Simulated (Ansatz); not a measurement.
# Choice of functional: Si

```
Si
1.0
     0.00000    2.71547    2.71547
     2.71547    0.00000    2.71547
     2.71547    2.71547    0.00000
Si
2
Direct
  0.50000 0.50000 0.50000
  0.75000 0.75000 0.75000
```

Atoms are numbered in the order listed.

Conventional cell: a = 5.431 Å, b = 5.431 Å, c = 5.431 Å, α = 90.00°, β = 90.00°, γ = 90.00°. Si (atom 1) is surrounded by 4 Si at 2.35 Å.

The structure is an experimental refinement, used without relaxation.

One fixed cell is solved with several functionals by PAW (frozen-core files) in Ansatz 0.2.0, scalar-relativistically. A positive pressure means that the functional wants a larger cell.

The PAW files were made with PBE; their cores are remade for each functional.

Numerical set-up: a Γ-centred 11×11×11 k mesh, Fermi–Dirac smearing of 0.08 eV, cutoff 420 eV, no spin polarisation.

Cutoffs: PBE 420 eV, LDA 420 eV, PBEsol 420 eV, r²SCAN 500 eV.

| setting | P (GPa) | gap over the k mesh and a high-symmetry path (eV) | lowest level at Γ above −25 eV, from the valence-band top or, without a gap, the Fermi level (eV) |
| --- | --- | --- | --- |
| PBE | 2.01 | 0.58 | -11.96 |
| LDA | -1.50 | 0.48 | -11.96 |
| PBEsol | 0.14 | 0.47 | -11.99 |
| r²SCAN | 0.72 | 0.77 | -12.54 |
